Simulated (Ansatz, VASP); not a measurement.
# Two plane-wave programs on Ge2N

```xyz
3
Lattice="0.0000 2.9275 2.9275 2.9275 0.0000 2.9275 2.9275 2.9275 0.0000" Properties=species:S:1:pos:R:3 pbc="T T T"
Ge    1.4637    1.4637    1.4637
Ge    4.3912    4.3912    4.3912
N     0.0000    0.0000    0.0000
```

Alike in both runs: functional PBE; k mesh 6 × 6 × 6; occupations gaussian, width 0.1 eV; no spin polarisation.

Ansatz relaxed the structure, and its values are those at the end. VASP's run is a single point on that final structure, the one shown.

|  | VASP | Ansatz |
| --- | --- | --- |
| version | VASP 6.6.1 | Ansatz 0.2.0 |
| potentials or method | VASP PAW PBE potentials, release 64 (Ge_d, N) | scalar-relativistic, plane waves, PAW |
| plane-wave cutoff (eV) | 520 | 420 |
| valence electrons in the cell | 33 | 33 |

```csv
,VASP,Ansatz,Ansatz less VASP
gap on the k mesh at the Fermi level (eV),none,none,-
pressure (GPa),-0.2,-0.2,-0.02
```

A gap of «none» marks a metal or a gap that the smearing closes. The functional is the same, so the differences come from potentials, cutoffs and numerics.
